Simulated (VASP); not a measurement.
# A VASP 6.6.1 single-point calculation on C

INCAR

```
ISMEAR = 0
NSW = 0
EDIFF = 1E-7
ALGO = Normal
METAGGA = R2SCAN
BMIX = 0.0001
LASPH = .TRUE.
AMIX = 0.2
LWAVE = .FALSE.
LCHARG = .FALSE.
ENCUT = 520
IBRION = -1
SIGMA = 0.01
ISIF = 2
NBANDS = 11
LREAL = .FALSE.
NELM = 65
PREC = Accurate
```

KPOINTS

```
KPOINTS created by Atomic Simulation Environment
0
Gamma
12 12 12
0 0 0
```

POSCAR

```
C
 1.0000000000000000
     0.0000000000000000    1.7623229010999999    1.7840813067000001
     1.7623229010999999    0.0000000000000000    1.7840813067000001
     1.7623229010999999    1.7623229010999999    0.0000000000000000
 C
   2
Cartesian
  0.0000000000000000  0.0000000000000000  0.0000000000000000
  0.8811614505499999  0.8811614505499999  0.8920406533500000
```

The recommended PBE PAW datasets give the neutral cell 8 valence electrons.

Command

```
mpirun -np 1 vasp_std
```

Question: How does this run end, and what does it give?

Answer: It converged. Results: gap between bands v and c on the k mesh 4.23 eV; least direct gap on the k mesh 5.78 eV; pressure 9.5 GPa. Band v is the last that the valence electrons fill when counted band by band, and c is the next.

OSZICAR

```
N       E                     dE             d eps       ncg     rms          rms(c)
DAV:   1    -0.216020718002E+01   -0.21602E+01   -0.49376E+03  3680   0.742E+02
DAV:   2    -0.215939066294E+02   -0.19434E+02   -0.18884E+02  4598   0.127E+02
DAV:   3    -0.219631633751E+02   -0.36926E+00   -0.36841E+00  4210   0.133E+01
DAV:   4    -0.219637303849E+02   -0.56701E-03   -0.56700E-03  3852   0.647E-01
DAV:   5    -0.219637309870E+02   -0.60205E-06   -0.60207E-06  4131   0.200E-02    0.528E+00
DAV:   6    -0.198450611764E+02    0.21187E+01   -0.14140E-01  3754   0.284E+00    0.487E+00
DAV:   7    -0.196429001365E+02    0.20216E+00   -0.44413E-01  3589   0.475E+00    0.133E+00
DAV:   8    -0.196453166719E+02   -0.24165E-02   -0.81523E-03  4141   0.807E-01    0.953E-01
DAV:   9    -0.196466832352E+02   -0.13666E-02   -0.60106E-04  3769   0.256E-01    0.280E-02
DAV:  10    -0.196466775079E+02    0.57273E-05   -0.22771E-05  4156   0.377E-02    0.355E-02
DAV:  11    -0.196466782640E+02   -0.75609E-06   -0.12972E-06  3874   0.106E-02    0.666E-03
DAV:  12    -0.196466780453E+02    0.21874E-06   -0.12602E-07  4007   0.290E-03    0.165E-03
DAV:  13    -0.196466780646E+02   -0.19294E-07   -0.21176E-09  1850   0.433E-04
   1 F= -.19646678E+02 E0= -.19646678E+02  d E =-.275620E-87
```

Standard output (part)

```
POSCAR found type information on POSCAR C
 POSCAR found :  1 types and       2 ions
 LDA part: xc-table for (None), standard interpolation
 POSCAR, INCAR and KPOINTS ok, starting setup
 WAVECAR not read
 entering main loop
```

For comparison, a separate r²SCAN run of the intended cell, on usual settings and not on those above, gives a gap of 4.23 eV on its mesh and a pressure of 9.5 GPa.
